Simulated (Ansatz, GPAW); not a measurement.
## A script for LiH (GLLB-SC)

These are simulated results from GPAW 26.7.0, not measurements. The cell was built from a prototype and was relaxed with r2SCAN in plane waves (Ansatz 0.2.0). Not every such cell is a known phase. All runs are without spin polarisation.

Space group P6_3/mmc (No. 194), hexagonal; a = 2.782 Å, c = 4.873 Å in the conventional setting, 8.16 Å³ an atom. Li is surrounded by 6 H at 2.02 Å; H is surrounded by 6 Li at 2.02 Å.

GLLB-SC is a model potential. Its fundamental gap is the Kohn-Sham gap plus a derivative discontinuity, which the script evaluates at the band edges among the listed k points. Its total energy isn't variational and serves nothing here.

The script, run.py:

```python
import json
from ase import Atoms
from gpaw import GPAW, PW, FermiDirac

atoms = Atoms(['Li', 'Li', 'H', 'H'],
              cell=[[2.781548, 0.0, 0.0], [-1.390774, 2.408892, -0.0], [0.0, -0.0, 4.872961]],
              scaled_positions=[[0.0, 0.0, -0.0], [0.0, 0.0, 0.5], [0.333333, 0.666667, 0.25], [0.666667, 0.333333, 0.75]],
              pbc=True)
calc = GPAW(mode=PW(400), xc='GLLBSC', kpts={'size': (9, 9, 4), 'gamma': True},
            occupations=FermiDirac(0.02), maxiter=100, legacy_gpaw=True, txt='gpaw.txt')
atoms.calc = calc
res = {'energy': atoms.get_potential_energy(force_consistent=True)}
res['electrons'] = calc.get_number_of_electrons()
res['k'] = calc.get_ibz_k_points().tolist()
res['levels'] = [calc.get_eigenvalues(kpt=i).tolist() for i in range(len(res['k']))]
points = [[0.0, 0.0, 0.0], [0.5, 0.0, 0.0], [0.333333, 0.333333, 0.0], [0.0, 0.0, 0.5], [0.5, 0.0, 0.5], [0.333333, 0.333333, 0.5], [0.0, 0.5, 0.0], [0.0, -0.5, 0.416667], [0.5, 0.0, 0.25]]
bands = calc.fixed_density(kpts=points, symmetry='off', nbands=round(res['electrons']) // 2 + 6, convergence={'bands': -2}, txt='bands.txt')
res['points'] = [bands.get_eigenvalues(kpt=i).tolist() for i in range(len(points))]
homo, lumo = bands.get_homo_lumo()
potential = calc.hamiltonian.xc.response.calculate_discontinuity_potential(homo, lumo)
res['discontinuity'] = bands.hamiltonian.xc.response.calculate_discontinuity(potential)
json.dump(res, open('results.json', 'w'))
print('free energy (eV):', round(res['energy'], 5))
```

Command: `python run.py`. It took 16 s on 1 thread of Arm Neoverse V1, on a shared host, peak memory 0.15 GiB.

The log gpaw.txt, trimmed of paths, versions and times, then the last line on the terminal. An iter line gives the energy in eV and the logarithms of the changes of orbitals (plane waves alone) and density (c: converged):

```
___ ___ ___ _ _ _
 |   |   |_  | | | |

 | | | | | . | | | |

 |__ |  _|___|_____|  26.7.0
 |___|_|

Input parameters:
  kpts: {gamma: True,
         size: (9, 9, 4)}
  maxiter: 100
  mode: {ecut: 400.0,
         name: pw}
  occupations: {fixmagmom: False,
                name: fermi-dirac,
                width: 0.02}
  xc: GLLBSC

System changes: positions, numbers, cell, pbc, initial_charges, initial_magmoms

Initialize ...

species:
  Li:
    name:    Lithium
    Z:       3.0
    valence: 1
    core:    2
    charge:  0.0  # [|e|]
    compensation charges:
      type: gauss
      rc: 0.33  # [Å]
      lmax: 2
    cutoffs:
      filter: 1.91  # [Å]
      core: 2.55  # [Å]
    projectors
    | kind |    occ | energy [eV] | rcut [Å] |

    |------|--------|-------------|----------|

    |   2s |  1.000 |      -4.279 |    1.058 |

    |   2p |  0.000 |      -2.495 |    1.058 |

    |    s |        |      22.932 |    1.058 |

    Using partial waves for Li as LCAO basis

  H:
    name:    Hydrogen
    Z:       1.0
    valence: 1
    core:    0
    charge:  0.0  # [|e|]
    compensation charges:
      type: gauss
      rc: 0.15  # [Å]
      lmax: 2
    cutoffs:
      filter: 0.85  # [Å]
      core: 0.53  # [Å]
    projectors
    | kind |    occ | energy [eV] | rcut [Å] |

    |------|--------|-------------|----------|

    |   1s |  1.000 |     -10.450 |    0.476 |

    |    s |        |      16.761 |    0.476 |

    |    p |        |       0.000 |    0.476 |

    Using partial waves for H as LCAO basis

Reference energy: -425.877675  # eV

Spin-paired calculation

Convergence criteria:
 Maximum [total energy] change in last 3 cyles: 0.0005 eV / valence electron
 Maximum integral of absolute [dens]ity change: 0.0001 electrons / valence electron
 Maximum integral of absolute [eigenst]ate change: 4e-08 eV^2 / valence electron
 Maximum number of scf [iter]ations: 100
 (Square brackets indicate name in SCF output, whereas a 'c' in
 the SCF output indicates the quantity has converged.)

Symmetries present (total): 2

  ( 1  0  0)  (-1  0  0)
  ( 0  1  0)  ( 0 -1  0)
  ( 0  0  1)  ( 0  0 -1)

324 k-points: 9 x 9 x 4 Monkhorst-Pack grid + [0.000000,0.000000,1/8]
163 k-points in the irreducible part of the Brillouin zone
       k-points in crystal coordinates                weights
   0:     0.00000000    0.00000000    0.00000000          1/324
   1:     0.00000000    0.00000000    0.25000000          2/324
   2:     0.00000000    0.00000000    0.50000000          1/324
   3:     0.00000000    0.11111111   -0.25000000          2/324
   4:     0.00000000    0.11111111    0.00000000          2/324
   5:     0.00000000    0.11111111    0.25000000          2/324
   6:     0.00000000    0.11111111    0.50000000          2/324
   7:     0.00000000    0.22222222   -0.25000000          2/324
   8:     0.00000000    0.22222222    0.00000000          2/324
   9:     0.00000000    0.22222222    0.25000000          2/324
          ...
 162:     0.44444444    0.44444444    0.50000000          2/324

Wave functions: Plane wave expansion
  Cutoff energy: 400.000 eV
  Number of coefficients (min, max): 582, 610
  Pulay-stress correction: 0.000000 eV/Ang^3 (de/decut=0.000000)
  Using FFTW library
  ScaLapack parameters: grid=1x1, blocksize=None
  Wavefunction extrapolation:
    Improved wavefunction reuse through dual PAW basis

Occupation numbers: Fermi-Dirac:
  width: 0.0200  # eV

Eigensolver
   Davidson(niter=2)

Densities:
  Coarse grid: 14*14*24 grid
  Fine grid: 28*28*48 grid
  Total Charge: 0.000000

Density mixing:
  Method: separate
  Backend: msr1
  Linear mixing parameter: 0.05
  old densities: 10
  Width of damping distribution: 1.1
  Damping of long wavelength oscillations: 20

Hamiltonian:
  XC and Coulomb potentials evaluated on a 28*28*48 grid
  Using the GLLBSC Exchange-Correlation functional
  External potential:
    NoExternalPotential

XC parameters: GLLBSC functional being used consists of
  -----------------------------------------------------------------------
  | Weight | Module     | Description                                   |

  -----------------------------------------------------------------------
  |  1.000 | SCREENING  | GGA_X_PBE_SOL with 2 nearest neighbor stencil |

  |  1.000 | RESPONSE   | eps=0.0500 eV                                 |

  |  1.000 | XC         | GGA_C_PBE_SOL with 2 nearest neighbor stencil |

  -----------------------------------------------------------------------

Memory estimate:
  Process memory now: 108.60 MiB
  Calculator: 23.23 MiB
    Density: 2.44 MiB
      Arrays: 0.93 MiB
      Localized functions: 0.79 MiB
      Mixer: 0.72 MiB
    Hamiltonian: 0.63 MiB
      Arrays: 0.61 MiB
      XC: 0.00 MiB
      Poisson: 0.00 MiB
      vbar: 0.02 MiB
    Wavefunctions: 20.16 MiB
      Arrays psit_nG: 10.62 MiB
      Eigensolver: 0.12 MiB
      Projections: 0.35 MiB
      Projectors: 7.38 MiB
      PW-descriptor: 1.70 MiB

Total number of cores used: 1

Number of atoms: 4
Number of atomic orbitals: 10
Number of bands in calculation: 7
Number of valence electrons: 4
Bands to converge: occupied

... initialized

Initializing position-dependent things.

Density initialized from atomic densities
Creating initial wave functions:
  7 bands from LCAO basis set
Positions:
   0 Li     0.000000    0.000000    0.000000    ( 0.0000,  0.0000,  0.0000)
   1 Li     0.000000    0.000000    2.436481    ( 0.0000,  0.0000,  0.0000)
   2 H     -0.000001    1.605929    1.218240    ( 0.0000,  0.0000,  0.0000)
   3 H      1.390775    0.802963    3.654721    ( 0.0000,  0.0000,  0.0000)

Unit cell:
           periodic     x           y           z      points  spacing
  1. axis:    yes    2.781548    0.000000    0.000000    14     0.1721
  2. axis:    yes   -1.390774    2.408892   -0.000000    14     0.1721
  3. axis:    yes    0.000000   -0.000000    4.872961    24     0.2030

  Lengths:   2.781548   2.781549   4.872961
  Angles:   90.000000  90.000000 119.999992

Effective grid spacing dv^(1/3) = 0.1908

iter:   1   -11.853120
iter:   2   -12.817494   -1.42  -0.44
iter:   3   -12.568769   -2.19  -0.51
iter:   4   -12.231764   -2.17  -0.74
iter:   5   -12.151391   -3.35  -1.34
iter:   6   -12.027623   -3.43  -1.58
iter:   7   -12.029229   -5.09  -2.76
iter:   8   -12.030856   -6.74  -3.31
iter:   9   -12.030267c  -7.41c -3.51
iter:  10   -12.030468c  -9.25c -4.41c

Converged after 10 iterations.

Energy contributions relative to reference atoms: (reference = -425.877675)

Kinetic:        +14.853552
Potential:      -13.862435
External:        +0.000000
XC:             -12.935061
Entropy (-ST):   -0.000000
Local:           -0.086524
SIC:             +0.000000
--------------------------
Free energy:    -12.030468
Extrapolated:   -12.030468

GLLBSC response reference energy: -2.34062 eV (from HOMO)

Showing only first 2 kpts
 Kpt  Band  Eigenvalues  Occupancy
  0     0     -7.16073    2.00000
  0     1     -4.87865    2.00000
  0     2      3.29046    0.00000
  0     3     13.12205    0.00000

  1     0     -6.91634    2.00000
  1     1     -5.35341    2.00000
  1     2      4.42641    0.00000
  1     3     11.08133    0.00000

Fermi level: -1.94267

Gap: 5.615 eV
Transition (v -> c):
  (s=0, k=148, n=1, [0.44, 0.11, 0.00]) -> (s=0, k=54, n=2, [0.11, 0.44, 0.50])
Direct/indirect transitions are different
Direct gap: 6.093 eV
Transition at: (s=0, k=51, n=1, [0.11, 0.44, -0.25])

free energy (eV): -12.03047
```

The gap in the log is over the mesh alone; results.json adds the listed points. GLLB-SC gives a gap of 7.94 eV (5.455 eV Kohn-Sham over the listed points plus 2.490 eV discontinuity). On the same cell, plane-wave PBE (Ansatz, 12×12×6 k points and the special points) gives a gap of 4.31 eV and r2SCAN a gap of 4.94 eV; on shared hosts these took about 1.9 and 4.1 core-seconds on the 4-atom cell, against 16 for the script. Semilocal gaps usually lie below measured ones.
